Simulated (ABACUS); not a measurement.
The system is NbAs.

```
Nb As
1.0
    -1.72585    1.72585    5.84000
     1.72585   -1.72585    5.84000
     1.72585    1.72585   -5.84000
Nb As
2 2
Cartesian
  0.0000 1.7259 0.0000
  0.0000 0.0000 8.7600
  0.0000 1.7259 4.8589
  0.0000 0.0000 1.9389
```

| Property | Result |
| --- | --- |
| Program | ABACUS 3.10.1 |
| Task | single point |
| Functional | PBEsol |
| Potentials or basis | PseudoDojo NC SR 0.4.1 PBEsol standard |
| Cutoff | 1143 eV |
| Density cutoff | 4572 eV |
| Basis | plane waves |
| k mesh | 11 × 11 × 11 |
| Occupations | fermi-dirac, width 0.05 eV |
| Spin | no spin polarisation |

On this cell: pressure -2.2 GPa; largest force 0.290 eV/Å; band gap on the k mesh none (metal or under the smearing width).

The same run follows on a disturbed copy (atoms moved at random, drawn with an rms of 0.05 Å):

```
CELL_PARAMETERS angstrom
-1.72585 1.72585 5.84000
1.72585 -1.72585 5.84000
1.72585 1.72585 -5.84000
ATOMIC_POSITIONS crystal
Nb 0.50646 0.99884 0.51287
Nb 0.75111 0.75966 0.00702
As 0.89341 0.42102 0.49657
As 0.15960 0.17012 0.00200
```

Task: What changes?

Result: The energy (extrapolated to zero smearing) moves by +31.1 meV/atom; pressure -1.3 GPa; largest force 1.504 eV/Å; band gap on the k mesh none (metal or under the smearing width).

Forces on the atoms (eV/Å):
```
Nb   0.282 -0.924 -0.103
Nb   0.014 -0.007 -1.477
As  -0.347  0.635  1.319
As   0.050  0.295  0.262
```

Stress tensor (GPa, compression positive):
```
-0.65 -0.24  0.21
-0.24 -3.91 -0.52
 0.21 -0.52  0.52
```

Caveats: there are fewer bands than atomic start orbitals, so a level may be missed at k points of high symmetry.
